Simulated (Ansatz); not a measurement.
# NaH, space group Fm-3m: a calculation of the elastic constants

Computed with Ansatz 0.2.0 through its Python package.

Input file `POSCAR`:
```text
NaH
1.0
   0.00000000    2.44000000    2.44000000
   2.44000000    0.00000000    2.44000000
   2.44000000    2.44000000    0.00000000
Na H
1 1
Direct
   0.00000000    0.00000000    0.00000000
   0.50000000    0.50000000    0.50000000
```

Run as a notebook:

```python
import ansatz as az
from ase.io import read
import numpy as np
```

```python
FUNCTIONAL = "pbe"
ECUT = 550
OCCUPATIONS = "Fermi-Dirac"
```

```python
atoms = read("POSCAR", format="vasp")
system = az.Crystal.from_ase(atoms)
```

```python
system.resolved().sites[-1]
```

    Site(symbol='H', position=(0.5, 0.5, 0.5), moment=None, axis=None, held=None, saved=None)

```python
setup = (
    system.calculation()
    .functional(FUNCTIONAL)
    .pseudopotentials("paw")
    .basis(ECUT)
    .kpoints(6, center="gamma")
    .occupations(OCCUPATIONS)
)
res = setup.elastic("relaxed_ion").run(threads=1)
elastic = res.elastic
```

    

```python
print("C_ij (GPa), Voigt order xx yy zz yz xz xy")
for row in elastic.c_gpa:
    print(" ".join(f"{value:8.1f}" for value in row))
m = elastic.moduli
print(f"K = {m.k_hill_gpa:.1f}, G = {m.g_hill_gpa:.1f}, E = {m.youngs_gpa:.1f} GPa, Poisson ratio {m.poisson:.3f}, K/G = {m.k_hill_gpa / m.g_hill_gpa:.2f}")
print("smallest eigenvalue of C:", round(elastic.stability.min_eigenvalue_gpa, 1), "GPa; stable:", elastic.stability.stable)
S = np.linalg.inv(elastic.c_gpa)
print("Young modulus along x, y, z (GPa):", np.round(1 / np.diag(S)[:3], 1))
print("linear compressibility along x, y, z (1/TPa):", np.round(1000 * S[:3, :3].sum(axis=1), 2))
```

    C_ij (GPa), Voigt order xx yy zz yz xz xy
        38.6     11.8     11.8     -0.0      0.0      0.0
        11.8     38.6     11.8     -0.0     -0.0     -0.0
        11.8     11.8     38.6      0.0     -0.0     -0.0
        -0.0      0.0      0.0     21.9      0.0     -0.0
         0.0     -0.0      0.0     -0.0     21.9      0.0
         0.0     -0.0     -0.0     -0.0     -0.0     21.9
    K = 20.8, G = 18.0, E = 41.9 GPa, Poisson ratio 0.164, K/G = 1.15
    smallest eigenvalue of C: 21.9 GPa; stable: True
    Young modulus along x, y, z (GPa): [33.1 33.1 33.1]
    linear compressibility along x, y, z (1/TPa): [16.05 16.05 16.05]

Reading the output:
- A positive definite tensor excludes instabilities under uniform strain alone; phonons elsewhere in the zone can still be imaginary.
- The starting cell is as deposited in a crystallographic database; the results hold for this polymorph, which needn't be the stable one.
- The constants belong to the cell that was strained; where it wasn't relaxed first it may be under stress.
- The whole script took 11 s on 1 thread of Intel(R) Xeon(R) Platinum 8259CL CPU @ 2.50GHz (Skylake/Cascade Lake), on a shared host, peak memory 0.44 GiB.

(Lines on the test bed's own set-up are left out of the output.)
